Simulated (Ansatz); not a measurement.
## F: frozen-core PAW against all-electron methods

```
F
1.0
     2.75000   -1.64000    0.00000
     2.75000    1.64000    0.00000
    -1.53472    0.00000    7.11639
F
4
Cartesian
  4.1645 -0.6002 0.7095
  0.5682 -0.6002 2.8487
  -0.1992 0.6002 6.4069
  3.3971 0.6002 4.2677
```

Atom numbers follow the list: F1, F2, F3, F4.

The cell comes from COD entry 9012106, which wasn't checked; take it as a given geometry.

Methods: DFT, PBE, PAW with Ansatz's default frozen-core files, scalar-relativistic (Ansatz 0.2.0); DFT, PBE, all-electron PAW with datasets made for the crystal, scalar-relativistic (Ansatz 0.2.0); DFT, PBE, all-electron LAPW, scalar-relativistic (Ansatz 0.2.0).

For PAW: a Γ-centred 9×9×4 k mesh, Fermi–Dirac smearing of 0.02 eV, cutoff 420 eV, no spin polarisation. The crystal-made all-electron datasets (AE datasets) take a cutoff of 740 eV at this cell. LAPW targets a basis error of 1 meV/atom. The Ansatz runs share mesh, smearing and spin set-up. Plane-wave (PAW) pressures include the program's estimate of the Pulay term.

Stress and pressure are positive in compression.

Levels count from the top of the valence band.

```csv
quantity,PAW,AE datasets,LAPW
pressure (GPa),-4.14,-4.17,-4.18
stress xx (GPa),0.82,0.83,0.83
stress yy (GPa),-0.52,-0.52,-0.52
stress zz (GPa),-12.71,-12.84,-12.85
stress xz (GPa),-0.71,-0.72,-0.72
"force on F1, z (eV/Å)",-1.830,-1.848,-1.851
band gap (eV),1.978,1.988,1.988
highest filled level at C2 (eV),-0.193,-0.193,-0.193
lowest empty level at C2 (eV),2.559,2.568,2.568
highest filled level at A (eV),-0.078,-0.078,-0.078
lowest empty level at A (eV),2.458,2.467,2.467
highest filled level at Γ (eV),0.000,0.000,0.000
lowest empty level at Γ (eV),1.978,1.988,1.988
```

PAW's pressure differs from the LAPW value by +0.04 GPa. Datasets made for the crystal and LAPW share parts of one code, so their agreement isn't an independent check.
